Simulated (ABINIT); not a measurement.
Set up this calculation in ABINIT 10.8.3 (patched build), as the native input.

```
Task                        : relaxation of cell and atoms
Functional                  : PBEsol
Potentials or basis         : JTH PAW PBE v2.0
Cutoff                      : 408 eV
k mesh                      : 9 × 9 × 9
Occupations                 : fermi-dirac, width 0.05 eV
Spin                        : no spin polarisation
Cell freedom (optcell)      : 2
Cutoff smearing ecutsm (Ha) : 0.5
Optimiser (ionmov)          : 2
Force stop (Ha/bohr)        : 0.0005
Fine-grid cutoff            : 816.342 eV
```

Crystal: As.

```
As
1.0
     1.88080    1.08588    3.51406
    -1.88080    1.08588    3.51406
     0.00000   -2.17176    3.51406
As
2
Direct
  0.22600 0.22600 0.22600
  0.77400 0.77400 0.77400
```

One way to write it, as run:

run.abi

```
pp_dirpath "./"
pseudos "As.GGA_PBE-JTH.xml"

acell 4.131 4.131 4.131 Angstrom
rprim
     0.4552885255     0.2628609527     0.8506564983
    -0.4552885255     0.2628609527     0.8506564983
     0.0000000000    -0.5257219055     0.8506564983
ntypat 1
znucl 33
natom 2
typat 1 1
xred
     0.2260000000     0.2260000000     0.2260000000
     0.7740000000     0.7740000000     0.7740000000
chkprim 0
chksymtnons 0
tolsym 1.0e-6

ecut 408.170794 eV
pawecutdg 30.0
pawxcdev 0

kptopt 1
ngkpt 9 9 9
nshiftk 1
shiftk 0.0 0.0 0.0

ixc -116133

nband 19
occopt 3
tsmear 0.05 eV

nstep 100
tolvrs 1.0e-9

iomode 3
prtwf 0
prtden 0
prteig 0
prtebands 0
enunit 2

ionmov 2
ntime 60
tolmxf 0.0005
optcell 2
dilatmx 1.08
ecutsm 0.5
```

Potentials or basis: JTH PAW PBE v2.0.

Run with:

```bash
$ abinit run.abi > log 2>&1
```

Results of the run:

| Item | Value |
| --- | --- |
| Relaxed volume | 20.88 Å³/atom |
| Relaxed cell | a = 4.011 Å, b = 4.011 Å, c = 4.011 Å, α = 56.32°, β = 56.32°, γ = 56.32° |
| Space group after relaxing (to 0.05 Å) | R-3m (No. 166) |
| Energy gained by relaxing | 9.6 meV/atom |
| Ionic steps | 11 |
| Pressure after relaxing | 0.0 GPa |
| Largest force after relaxing | 0.013 eV/Å |
| Band gap on the k mesh | 0.09 eV, indirect (least direct gap 0.60 eV) |
| Valence electrons inside the program's atomic spheres | As 12.59 (radii [1.1133] Å) |

Caveat: the PAW data sets were made with another functional, which shifts forces and pressure a little; an odd mesh through Γ misses points on the zone boundary, where band edges often lie.

Run time: 8.6 min on 1 thread of Intel(R) Xeon(R) Platinum 8488C (Sapphire Rapids), with other jobs on the host, peak memory 0.15 GiB.
